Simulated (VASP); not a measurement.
A run of VASP 6.6.1 is set up as follows.

INCAR

```
ALGO = Fast
DIPOL = 0.5 0.5 0.517
EDIFF = 1E-6
ENCUT = 520
GGA = PE
IDIPOL = 3
ISIF = 2
ISMEAR = 0
LASPH = True
LCHARG = False
LDIPOL = True
LREAL = Auto
LWAVE = False
NBANDS = 78
NELM = 100
PREC = Accurate
SIGMA = 0.05
```

Contents of KPOINTS:

```
k-points
0
Gamma
  5 5 1
```

POSCAR

```
Sb24H
1.0
    8.6168000000      0.0000000000      0.0000000000
   -4.3084000000      7.4623676993      0.0000000000
    0.0000000000      0.0000000000     25.0252128000
Sb H
24 1
Direct
    0.3333333333      0.1666666667      0.3196776013
    0.0000000000      0.0000000000      0.3799852923
    0.1659406121      0.3340593879      0.4771215385
    0.3333333333      0.1666666667      0.5374814477
   -0.0008607191     -0.0004303595      0.6339450470
    0.1799499664      0.3200500336      0.6992308227
    0.3333333333      0.6666666667      0.3196776013
    0.0000000000      0.5000000000      0.3799852923
    0.1659406121      0.8318812243      0.4771215385
    0.3257434060      0.6628717030      0.5407724665
    0.0000000000      0.5000000000      0.6432083137
    0.1799499664      0.8598999329      0.6992308227
    0.8333333333      0.1666666667      0.3196776013
    0.5000000000      0.0000000000      0.3799852923
    0.6681187757      0.3340593879      0.4771215385
    0.8371282970      0.1742565940      0.5407724665
    0.5004303595     -0.0004303595      0.6339450470
    0.6401000671      0.3200500336      0.6992308227
    0.8333333333      0.6666666667      0.3196776013
    0.5000000000      0.5000000000      0.3799852923
    0.6666666667      0.8333333333      0.4813059325
    0.8371282970      0.6628717030      0.5407724665
    0.5004303595      0.5008607191      0.6339450470
    0.6666666667      0.8333333333      0.6957808284
    0.3333333333      0.1666666667      0.7183220329
```

Potentials or basis: VASP PAW PBE potentials, release 64 (Sb, H).

Launch:

```sh
$ cat potpaw_PBE.64/Sb/POTCAR potpaw_PBE.64/H/POTCAR > POTCAR
$ mpirun -np 1 vasp_std > vasp.out
```

Problem. What does it give for the band gap on the k mesh?

Solution. None (metal or under the smearing width).

Problem. Predict the largest force.

Solution. 0.387 eV/Å.

Forces on the atoms (eV/Å):
```
Sb   0.000  0.000 -0.368
Sb  -0.028 -0.016  0.386
Sb  -0.002  0.001 -0.048
Sb   0.000  0.000  0.049
Sb   0.001  0.001 -0.063
Sb  -0.005  0.003  0.048
Sb   0.004  0.002 -0.351
Sb   0.000  0.000  0.316
Sb   0.000 -0.003 -0.048
Sb   0.001  0.001  0.038
Sb   0.000  0.000 -0.028
Sb   0.000 -0.006  0.048
Sb   0.000 -0.004 -0.351
Sb   0.028 -0.016  0.386
Sb   0.002  0.001 -0.048
Sb   0.000 -0.001  0.038
Sb  -0.001  0.001 -0.063
Sb   0.005  0.003  0.048
Sb  -0.004  0.002 -0.351
Sb   0.000  0.033  0.386
Sb   0.000  0.000 -0.038
Sb  -0.001  0.001  0.038
Sb   0.000 -0.001 -0.063
Sb   0.000  0.000  0.051
H    0.000  0.000 -0.008
```

Spin-orbit coupling is left out, which matters for the levels of Sb.
